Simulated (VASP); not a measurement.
# Pd (Fm-3m) in VASP: single point with PBEsol

Aim: the single point of Pd with PBEsol.

All numbers are computed with VASP 6.6.1; they aren't measurements. Logs are shortened: lines on timing, memory, paths and dates and some standing lists are left out, and cuts for length are marked.

## Step 1: Starting point

Symmetry: Fm-3m, No. 225, cubic system. Conventional cell: a = 3.873 Å, b = 3.873 Å, c = 3.873 Å, α = 90.00°, β = 90.00°, γ = 90.00°. Around Pd (site symmetry m-3m) lie 12 Pd at 2.74 Å.

## Step 2: Single point, PBEsol

The input, INCAR:

```
PREC = Accurate
ENCUT = 520
EDIFF = 1E-7
ISMEAR = 1
SIGMA = 0.1
LREAL = F
LASPH = T
NELM = 80
ALGO = Fast
ISIF = 2
LWAVE = F
LCHARG = F
GGA = PS
NBANDS = 11
ICORELEVEL = 1
```

The input, KPOINTS:

```
regular mesh
0
Gamma
  15 15 24
```

The input, POSCAR:

```
Pd
1.0
    2.7389767000      0.0000000000      0.0000000000
   -1.3694883500      2.3720234000      0.0000000000
    1.3694883500      0.7906744700      2.2363651100
Pd
1
Direct
    0.0000000000      0.0000000000      0.0000000000
```

Potentials or basis: VASP PAW PBE potentials, release 64 (Pd).

The run is started by

```bash
cat potpaw_PBE.64/Pd/POTCAR > POTCAR
mpirun -np 1 vasp_std > vasp.out
```

OUTCAR:

```text
PREC = Accurate
   ENCUT = 520
   EDIFF = 1E-7
   ISMEAR = 1
   LREAL = F
   LASPH = T
   NELM = 80
   ISIF = 2
   GGA = PS

 ion  position               nearest neighbor table
   1  0.000  0.000  0.000-

  LATTYP: Found a face centered cubic cell.
 ALAT       =     3.8734979962

  Lattice vectors:

 A1 = (  -2.7389767000,  -0.0000000000,   0.0000000000)
 A2 = (  -1.3694883500,   0.7906744700,   2.2363651100)
 A3 = (  -1.3694883500,   2.3720234000,   0.0000000000)

Analysis of symmetry for initial positions (statically):
=====================================================================
 Subroutine PRICEL returns:
 Original cell was already a primitive cell.

 Routine SETGRP: Setting up the symmetry group for a
 face centered cubic supercell.

 Subroutine GETGRP returns: Found 48 space group operations
 (whereof 48 operations were pure point group operations)
 out of a pool of 48 trial point group operations.

The static configuration has the point symmetry O_h .

Analysis of symmetry for dynamics (positions and initial velocities):
=====================================================================
 Subroutine PRICEL returns:
 Original cell was already a primitive cell.

 Routine SETGRP: Setting up the symmetry group for a
 face centered cubic supercell.

 Subroutine GETGRP returns: Found 48 space group operations
 (whereof 48 operations were pure point group operations)
 out of a pool of 48 trial point group operations.

The dynamic configuration has the point symmetry O_h .

 Subroutine INISYM returns: Found 48 space group operations
 (whereof 48 operations are pure point group operations),
 and found     1 'primitive' translations

----------------------------------------------------------------------------------------

                                     Primitive cell

  volume of cell :      14.5295

  direct lattice vectors                    reciprocal lattice vectors
     2.738976700  0.000000000  0.000000000     0.365099856  0.210790501 -0.298102785
    -1.369488350  2.372023400  0.000000000     0.000000000  0.421581001 -0.149051393
     1.369488350  0.790674470  2.236365110     0.000000000  0.000000000  0.447154177

  length of vectors
     2.738976700  2.738976698  2.738976700     0.516329169  0.447154177  0.447154177

  position of ions in fractional coordinates (direct lattice)
     0.000000000  0.000000000  0.000000000

  ion indices of the primitive-cell ions
   primitive index   ion index
                 1           1

----------------------------------------------------------------------------------------

 KPOINTS: regular mesh

Automatic generation of k-mesh.
 Grid dimensions read from file:
 generate k-points for:   15   15   24

 Generating k-lattice:

  Cartesian coordinates                     Fractional coordinates (reciprocal lattice)
     0.024339990  0.014052700 -0.019873519     0.066666667 -0.000000000  0.000000000
     0.000000000  0.028105400 -0.009936760     0.000000000  0.066666667 -0.000000000
     0.000000000  0.000000000  0.018631424     0.000000000  0.000000000  0.041666667

  Length of vectors
     0.034421945  0.029810278  0.018631424

  Shift w.r.t. Gamma in fractional coordinates (k-lattice)
     0.000000000  0.000000000  0.000000000

 -----------------------------------------------------------------------------
|                                                                             |
|           W    W    AA    RRRRR   N    N  II  N    N   GGGG   !!!           |
|           W    W   A  A   R    R  NN   N  II  NN   N  G    G  !!!           |
|           W    W  A    A  R    R  N N  N  II  N N  N  G       !!!           |
|           W WW W  AAAAAA  RRRRR   N  N N  II  N  N N  G  GGG   !            |
|           WW  WW  A    A  R   R   N   NN  II  N   NN  G    G                |
|           W    W  A    A  R    R  N    N  II  N    N   GGGG   !!!           |
|                                                                             |
|     Your reciprocal lattice and k-lattice belong to different lattice       |
|     classes:                                                                |
|                                                                             |
|        The reciprocal lattice is body-centered cubic,                       |
|        whereas your k-lattice is base-centered monoclinic.                  |
|                                                                             |
|     Results are often still useful ...                                      |
|                                                                             |
 -----------------------------------------------------------------------------

 WARNING: IBZKPT: internal override: KBLOWUP is changed to .FALSE.
      ... skipping the blow-up phase ...

 Subroutine IBZKPT returns following result:
 ===========================================

 Found   1212 irreducible k-points:

 Following reciprocal coordinates:
            Coordinates               Weight
  0.000000  0.000000  0.000000      1.000000
  0.066667 -0.000000  0.000000      2.000000
  0.133333  0.000000  0.000000      2.000000
  0.200000  0.000000  0.000000      2.000000
  0.266667  0.000000  0.000000      2.000000
  0.333333 -0.000000  0.000000      6.000000
[... 16 lines left out ...]
  0.400000  0.133333  0.000000      4.000000
 -0.066667  0.133333 -0.000000      2.000000
 [... further k-points ...]
   k-points           NKPTS =   1212   k-points in BZ     NKDIM =   1212   number of bands    NBANDS=     11
   number of dos      NEDOS =    301   number of ions     NIONS =      1
   total plane-waves  NPLWV =   8000
   dimension x,y,z NGX =    20 NGY =   20 NGZ =   20
   dimension x,y,z NGXF=    40 NGYF=   40 NGZF=   40
   ions per type =               1
   NGX,Y,Z   is equivalent  to a cutoff of  12.14, 12.14, 12.14 a.u.
   NGXF,Y,Z  is equivalent  to a cutoff of  24.28, 24.28, 24.28 a.u.
 SYSTEM =  unknown system
   PREC   = accura    normal or accurate (medium, high low for compatibility)
   ISTART =      0    job   : 0-new  1-cont  2-samecut
   ICHARG =      2    charge: 1-file 2-atom 10-const
   ISPIN  =      1    spin polarized calculation?
   LNONCOLLINEAR =      F non collinear calculations
   LSORBIT =      F    spin-orbit coupling
   LASPH  =      T    aspherical Exc in radial PAW
   ENCUT  =  520.0 eV  38.22 Ry    6.18 a.u.   5.09  5.09  5.09*2*pi/ulx,y,z
   NELM   =     80;   NELMIN=  2; NELMDL= -5     # of ELM steps
   EDIFF  = 0.1E-06   stopping-criterion for ELM
   LREAL  =      F    real-space projection
   EDIFFG = 0.1E-05   stopping-criterion for IOM
   NSW    =      0    number of steps for IOM
   IBRION =     -1    ionic relax: 0-MD 1-quasi-New 2-CG
   NFREE  =      0    steps in history (QN), initial steepest desc. (CG)
   ISIF   =      2    stress and relaxation
   ISYM   =      2    0-nonsym 1-usesym 2-fastsym
   POTIM  = 0.5000    time-step for ionic-motion
   TEBEG  =    0.0;   TEEND  =   0.0 temperature during run
   PSTRESS=    0.0 pullay stress
   NELECT =      10.0000    total number of electrons
   NUPDOWN=      -1.0000    fix difference up-down
   EMIN   =  10.00;   EMAX   =-10.00  energy-range for DOS
   EFERMI =   0.00;   METHOD = LEGACY
   ISMEAR =     1;   SIGMA  =   0.10  broadening in eV -4-tet -1-fermi 0-gaus
   EFERMI_NEDOS =   21; number of points for ismear=-14 and -15
   IALGO  =     68    algorithm
   IMIX   =      4    mixing-type and parameters
     AMIX     =   0.40;   BMIX     =  1.00
     AMIX_MAG =   1.60;   BMIX_MAG =  1.00
  volume/ion in A,a.u.               =      14.53        98.05
  Fermi-wavevector in a.u.,A,eV,Ry     =   1.445411  2.731432 28.425486  2.089214
  Thomas-Fermi vector in A             =   2.563596
   LORBIT       =      0    0 simple, 1 ext, 2 COOP (PROOUT), +10 PAW based schemes
   GGA     = PS    functional components
   LHFCALC =     F    Hartree Fock is set to
   AEXX    =    0.0000 exact exchange contribution
   IVDW    =     0    specifies the selected vdW correction
   LEPSILON=     F    determine dielectric tensor
   LRPA    =     F    only Hartree local field effects (RPA)
 non-spin polarized calculation
 RMM-DIIS sequential band-by-band and
 Methfessel and Paxton  Order N= 1 SIGMA  =   0.10
  energy-cutoff  :      520.00
  volume of cell :       14.53
 maximum number of plane-waves:       401
   NGX = 11   NGY = 11   NGZ = 11

 number of electron      10.0000002 magnetization

 Free energy of the ion-electron system (eV)
  ---------------------------------------------------
  ext. energy  EPLUGINS =         0.00000000
  ---------------------------------------------------
  free energy    TOTEN  =        -5.96340606 eV

  energy without entropy =       -5.96323889  energy(sigma->0) =       -5.96335034

 the core state eigenenergies are
   1-  1s -24150.7312  2s  -3517.0912  2p  -3151.8465  3s   -625.4449  3p   -505.4422
       3d   -314.9942  4s    -74.3563  4p    -40.0528

 E-fermi :   9.8648     XC(G=0): -13.4746

 val. band max:        9.8638738955   @ k =   0.2667   0.4667   0.2083
 cond. band min:       9.8650147731   @ k =   0.0000   0.0667   0.5000
 fundamental gap:      0.0011408776
 Fermi energy:         9.8647706379

 k-point     1 :       0.0000    0.0000    0.0000
  band No.  band energies     occupation
      1       2.5191      2.00000
      2       6.9500      2.00000
      3       6.9500      2.00000
      4       6.9500      2.00000
      5       8.6246      2.00000
      6       8.6246      2.00000
      7      27.0096      0.00000
      8      31.8676      0.00000
      9      31.8676      0.00000
     10      31.8676      0.00000
     11      37.1346      0.00000

 k-point     2 :       0.0667   -0.0000    0.0000
  band No.  band energies     occupation
      1       2.7373      2.00000
      2       6.8277      2.00000
      3       7.0503      2.00000
      4       7.0503      2.00000
      5       8.4983      2.00000
      6       8.6728      2.00000
      7      27.2581      0.00000
      8      31.1034      0.00000
      9      31.7463      0.00000
     10      31.7463      0.00000
     11      37.6572      0.00000

 k-point     3 :       0.1333    0.0000    0.0000
  band No.  band energies     occupation
      1       3.3563      2.00000
      2       6.4954      2.00000
      3       7.3459      2.00000
      4       7.3459      2.00000
      5       8.1764      2.00000
      6       8.8109      2.00000
      7      27.9392      0.00000
      8      29.9159      0.00000
      9      31.0930      0.00000
     10      31.0930      0.00000
     11      35.9837      0.00000

 k-point     4 :       0.2000    0.0000    0.0000
  band No.  band energies     occupation
      1       4.2163      2.00000
      2       6.0384      2.00000
      3       7.8189      2.00000
      4       7.8189      2.00000
      5       7.8766      2.00000
      6       9.0196      2.00000
      7      28.8851      0.00000
      8      28.9582      0.00000
      9      29.5670      0.00000
     10      29.5670      0.00000
     11      35.5958      0.00000

 k-point     5 :       0.2667    0.0000    0.0000
  band No.  band energies     occupation
      1       4.8428      2.00000
      2       5.5533      2.00000
      3       8.1451      2.00000
      4       8.4314      2.00000
      5       8.4314      2.00000
      6       9.2672      2.00000
      7      27.5571      0.00000
      8      27.5571      0.00000
      9      27.8894      0.00000
     10      29.8850      0.00000
     11      32.9583      0.00000
[... 211 lines left out ...]
 k-point    21 :       0.2667    0.1333    0.0000
  band No.  band energies     occupation
      1       5.0213      2.00000
      2       5.4174      2.00000
      3       7.8614      2.00000
      4       8.5820      2.00000
      5       9.7944      1.92222
      6      10.9002     -0.00000
      7      23.0725      0.00000
      8      25.9316      0.00000
      9      26.2122      0.00000
     10      30.5954      0.00000
     11      34.2869      0.00000

 k-point    22 :       0.3333    0.1333    0.0000
  band No.  band energies     occupation
      1       4.7749      2.00000
      2       5.0880      2.00000
      3       8.5738      2.00000
      4       9.0884      2.00000
      5       9.9928     -0.07005
      6      12.7104      0.00000
      7      21.7738      0.00000
      8      23.3220      0.00000
      9      24.7929      0.00000
     10      30.9429      0.00000
     11      34.0632      0.00000

 k-point    23 :       0.4000    0.1333    0.0000
  band No.  band energies     occupation
      1       4.5936      2.00000
      2       4.9176      2.00000
      3       9.0300      2.00000
      4       9.4516      2.00000
      5      10.0423     -0.03077
      6      14.3481      0.00000
      7      20.7604      0.00000
      8      21.4647      0.00000
      9      24.0248      0.00000
     10      31.2162      0.00000
     11      34.0697      0.00000

 k-point    24 :      -0.0667    0.1333   -0.0000
  band No.  band energies     occupation
      1       2.9477      2.00000
      2       6.7780      2.00000
      3       7.0870      2.00000
      4       7.1281      2.00000
      5       8.4671      2.00000
      6       8.6554      2.00000
      7      27.4420      0.00000
      8      29.8617      0.00000
      9      31.6404      0.00000
     10      32.7186      0.00000
     11      37.4832      0.00000

 [... further k-points ...]

------------------------ aborting loop because EDIFF is reached ----------------------------------------

  FORCE on cell =-STRESS in cart. coord.  units (eV):
  Direction    XX          YY          ZZ          XY          YZ          ZX
  --------------------------------------------------------------------------------------
  -------------------------------------------------------------------------------------
  Total       -0.0225060     -0.0225060     -0.0225060      0.0000000     -0.0000000      0.0000000
  in kB       -2.4817602     -2.4817602     -2.4817602      0.0000000     -0.0000000      0.0000000
  external PRESSURE =      -2.4817602 kB  Pullay stress =       0.0000000 kB

 VOLUME and BASIS-vectors are now :
 -----------------------------------------------------------------------------
  energy-cutoff  :      520.00
  volume of cell :       14.53
      direct lattice vectors                 reciprocal lattice vectors
     2.738976700  0.000000000  0.000000000     0.365099856  0.210790501 -0.298102785
    -1.369488350  2.372023400  0.000000000     0.000000000  0.421581001 -0.149051393
     1.369488350  0.790674470  2.236365110     0.000000000  0.000000000  0.447154177

 POSITION                                       TOTAL-FORCE (eV/Angst)
 -----------------------------------------------------------------------------------
      0.00000      0.00000      0.00000         0.000000     -0.000000      0.000000
 -----------------------------------------------------------------------------------
    total drift:                               -0.000000      0.000000      0.000000

  FREE ENERGIE OF THE ION-ELECTRON SYSTEM (eV)
  ---------------------------------------------------
  free  energy   TOTEN  =        -5.9634060639 eV

  energy  without entropy=       -5.9632388859  energy(sigma->0) =       -5.96335034
```

Run time: 1.7 min. Hardware: 1 thread of Intel Xeon Platinum 8488C (Sapphire Rapids), shared host; peak memory 0.29 GiB.

Results:

- Free energy: -5.9634 eV
- Pressure: -0.2 GPa
- Band gap on the k mesh: none (metal or under the smearing width)

Core levels (eV, on the scale of the bands):
| atom | levels |
| --- | --- |
| 1 Pd | 1s -24150.7, 2s -3517.1, 2p -3151.8, 3s -625.4, 3p -505.4, 3d -315.0, 4s -74.4, 4p -40.1 |

Caveat: the PAW data sets were made with another functional, which shifts forces and pressure a little.
